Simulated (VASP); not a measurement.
La: relaxation of cell and atoms with r2SCAN

Crystal: La.

```
La
1.0
     3.79631    0.00000    0.00000
    -1.89816    3.28770    0.00000
     0.00000    0.00000   12.04126
La
4
Cartesian
  0.0000 0.0000 0.0000
  0.0000 0.0000 6.0206
  0.0000 2.1918 3.0103
  1.8982 1.0959 9.0309
```

```yaml
Program: VASP 6.6.1
Task: relaxation of cell and atoms
Functional: r2SCAN
Potentials_or_basis: VASP PAW PBE potentials, release 64 (La)
Cutoff: 600 eV
k_mesh: 12 × 12 × 4
Occupations: gaussian, width 0.1 eV
Spin: no spin polarisation
Further_INCAR_settings: ALGO = Normal; EDIFF = 1e-07; IBRION = 2; EDIFFG = -0.005; NSW = 90; ISIF = 3
```

```json
{"Relaxed volume": "37.36 Å³/atom", "Relaxed cell": "a = 3.780 Å, b = 3.780 Å, c = 12.078 Å, α = 90.00°, β = 90.00°, γ = 120.00°", "Space group after relaxing (to 0.05 Å)": "P6_3/mmc (No. 194)", "Energy gained by relaxing": "0.2 meV/atom", "Ionic steps": "6", "Pressure after relaxing": "0.0 GPa", "Band gap on the k mesh": "none (metal or under the smearing width)"}
```

The path:
```
step  energy change (eV)  largest force (eV/Å)  pressure (GPa)  volume (Å³)
   1              0.0000                0.0000           -0.14       150.29
   2             -0.0008                0.0000           -0.02       149.60
   3             -0.0009                0.0000            0.05       149.14
   4             -0.0009                0.0000            0.04       149.19
   5             -0.0010                0.0000            0.02       149.36
   6             -0.0010                0.0000            0.01       149.44
```

Final structure:
```xyz
4
Lattice="3.7798 0.0000 0.0000 -1.8899 3.2734 0.0000 0.0000 0.0000 12.0778" Properties=species:S:1:pos:R:3 pbc="T T T"
La    0.0000    0.0000    0.0000
La    0.0000    0.0000    6.0389
La    0.0000    2.1823    3.0194
La    1.8899    1.0911    9.0583
```

Levels at points of the mesh, in eV from the Fermi level:
| k point | band 18 | band 19 | band 20 | band 21 | band 22 | band 23 | band 24 | band 25 | band 26 |
| --- | --- | --- | --- | --- | --- | --- | --- | --- | --- |
| (0.00, 0.00, 0.00) | -1.95 | -1.94 | -1.83 | 0.52 | 0.68 | 1.35 | 1.35 | 1.44 | 1.44 |
| (0.50, 0.00, 0.00) | -1.92 | -1.62 | -1.10 | -0.67 | -0.30 | -0.23 | 0.51 | 1.00 | 1.28 |
| (0.00, 0.00, 0.50) | -2.87 | -1.75 | -1.75 | 0.92 | 0.92 | 1.33 | 1.33 | 1.43 | 1.43 |
| (0.50, 0.00, 0.50) | -1.74 | -1.44 | -1.44 | -1.12 | -1.12 | 0.76 | 0.76 | 1.37 | 1.37 |

Run time: 110 min on 1 thread of Intel(R) Xeon(R) Platinum 8488C (Sapphire Rapids) (shared host), peak memory 0.49 GiB.

Caveat: the PAW data sets were made with another functional, which shifts forces and pressure a little. Spin-orbit coupling is left out, which matters for the levels of La.
